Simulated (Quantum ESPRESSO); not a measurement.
**B: phonons at points of the zone under several settings**

```
CELL_PARAMETERS angstrom
2.34611 0.00000 0.00000
0.00000 2.34611 0.00000
0.00000 0.00000 1.58579
ATOMIC_POSITIONS crystal
B 0.50000 0.50000 0.50000
```

The cell was built by a generator and needn't be a form met in nature.

All runs used Quantum ESPRESSO 7.5; potentials PseudoDojo 0.4.1 SR LDA standard; k mesh 6 × 6 × 8, shifted; given cell, atoms relaxed; no spin polarisation; cutoff 1034 eV; occupations fermi-dirac, width 0.05 eV.

```csv
level,point,frequencies (cm⁻¹)
LDA,"A (0.500, 0.500, 0.500)",399i 399i 1469
LDA,"M (0.500, 0.500, 0.000)",351i 198i 198i
LDA,"R (0.000, 0.500, 0.500)",?
LDA,"X (0.000, 0.500, 0.000)",307i 236i 206
LDA,"Z (0.000, 0.000, 0.500)",113 113 1533
```

Problem. What stands in the row left open?

Solution. Frequencies 451i 271 1536 cm⁻¹.

Values marked i are imaginary: the cell is unstable against those modes at that level, or the meshes are too thin.

Caveats: all runs use coarse meshes; the mesh is thin for the phonons of a metal; the cell is more than 3 GPa from zero pressure, which shifts response properties; some modes are imaginary (some runs).

For the row left open. Caveat: the k mesh is coarse (spacing up to 0.50 Å⁻¹), so the values aren't converged; the mesh is thin for the phonons of a metal; some modes are imaginary; the cell is more than 3 GPa from zero pressure, which shifts response properties.
